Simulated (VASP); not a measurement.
Crystal: VN.

```
V N
1.0
     0.00000    2.04000    2.04000
     2.04000    0.00000    2.04000
     2.04000    2.04000    0.00000
V N
1 1
Direct
  0.00000 0.00000 0.00000
  0.50000 0.50000 0.50000
```

The cell was built by a generator and needn't be a form met in nature.

| Property | Result |
| --- | --- |
| Program | VASP 6.6.1 |
| Task | relaxation of cell and atoms |
| Functional | PBE |
| Potentials or basis | VASP PAW PBE potentials, release 64 (V_sv, N) |
| Cutoff | 700 eV |
| k mesh | 18 × 18 × 18 |
| Occupations | methfessel-paxton, width 0.1 eV |
| Spin | no spin polarisation |

At the start: pressure 9.5 GPa; volume 8.49 Å³/atom.

Q: How do energy, volume and symmetry change on relaxing?

A: Over 4 steps the energy falls by 7.0 meV/atom and the volume is 8.73 Å³/atom (+2.9 %); space group Fm-3m (No. 225, to 0.05 Å).

Step by step:
| step | energy change (eV) | largest force (eV/Å) | pressure (GPa) | volume (Å³) |
| --- | --- | --- | --- | --- |
| 1 | 0.0000 | 0.0000 | 9.52 | 16.98 |
| 2 | 0.0180 | 0.0000 | -12.71 | 18.25 |
| 3 | -0.0141 | 0.0000 | -0.17 | 17.47 |
| 4 | -0.0141 | 0.0000 | 0.04 | 17.46 |

Final structure:
```
V N
1.0
     0.00000    2.05920    2.05920
     2.05920    0.00000    2.05920
     2.05920    2.05920    0.00000
V N
1 1
Direct
  0.00000 0.00000 0.00000
  0.50000 0.50000 0.50000
```

Caveat: the run has no spin polarisation, though such a crystal can be magnetic.
